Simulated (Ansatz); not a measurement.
AlCo: pressure against volume

AlCo, Pm-3m, a = 2.823 Å. The structure is a Materials Project entry; whether it is the stable form wasn't checked. Ansatz: PBEsol, PAW, 420 eV, Γ-centred 14×14×14 mesh on 2 atoms, Gaussian smearing 0.10 eV; no spin polarisation. Symmetry fixes shape and atoms, so the cell is only scaled; pressure is positive in compression.

```
V (Å³/atom) P (GPa)
     10.569    13.68
     10.906        ?
     11.244     0.01
     11.581    -5.37
     11.918    -9.97
```

**Question.** Take V0 = 11.244 Å³/atom, count pressures from its P0 = 0.01 GPa, fit the third-order Birch–Murnaghan form to the other rows, and predict the missing pressure.

**Answer.** With the Eulerian strain f = ½[(V0/V)^(2/3) − 1] and y = (P − P0)/[3f(1 + 2f)^(5/2)], the form is the line y = B0 + 1.5 B0 (B0′ − 4) f. Rows (f, y): 0.02107, 195.1; -0.00975, 193.2; -0.01903, 192.6. Means f = -0.002570, y = 193.63; Σ(Δf)² = 0.0008813, ΣΔfΔy = 0.05479; the slope is their ratio. y = 193.8 + 62.17 f GPa, so B0 = 193.8 GPa and B0′ = 4 + 2 × (62.17)/(3 × 193.8) = 4.21. At V = 10.906, f = 0.01028, y = 194.44 and P = 6.32 GPa. The run gave 6.30 GPa, so the fit is 0.02 GPa too high, a small miss on the scale of the series.